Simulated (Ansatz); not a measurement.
# Ti: the cost of one run

Method: DFT PBE, scalar-relativistic, plane waves, PAW, in Ansatz 0.2.0.

1 further run of the same task is left out (set aside as unsound or not needed).

### 1 The starting structure

It takes space group Im-3m (No. 229, cubic). Conventional cell: a = 3.256 Å, b = 3.256 Å, c = 3.256 Å, α = 90.00°, β = 90.00°, γ = 90.00°. Ti (site symmetry m-3m) has 8 Ti at 2.82 Å as nearest neighbours.

Coordinates:

```cif
data_structure
_symmetry_space_group_name_H-M 'P 1'
_symmetry_Int_Tables_number 1
_cell_length_a 2.8194
_cell_length_b 2.8194
_cell_length_c 2.8194
_cell_angle_alpha 109.471
_cell_angle_beta 109.471
_cell_angle_gamma 109.471
_cell_volume 17.25
loop_
_atom_site_label
_atom_site_type_symbol
_atom_site_fract_x
_atom_site_fract_y
_atom_site_fract_z
_atom_site_occupancy
Ti1 Ti 0.00000 0.00000 0.00000 1
```

This cell was relaxed beforehand with the same method: volume 17.25 Å³/atom, gap on the mesh none (metal).

### 2 The bulk in the cell of the plane

input.yaml reads:

```yaml
crystal:
  lattice:
    - [2.8193504887, 0.0, 0.0]
    - [-0.9397834962, 2.6581091321, 0.0]
    - [0.9397834962, 1.3290545661, 2.3019900344]
  atoms:
    - { symbol: Ti, position: [0.0, 0.0, 0.0] }
basis:
  ecutwfc: 420
kpoints:
  mp_grid: { grid: [13, 13, 15] }
hamiltonian:
  xc: pbe
scf:
  occupations: { method: gaussian, width: 0.1 }
output:
  forces: true
  stress: true
  eigenvalues: true
```

Run with:

```sh
$ ansatz run input.yaml --threads 1 --pin off --max-ram 2560MiB --backend cpu --events-out ev --progress --plain --runs-dir out
```

**Question.** How long does this run take on 1 thread of Arm Neoverse V1, shared host, and how much memory does it need?

About 6.7 s, with a peak of 0.4 GiB.
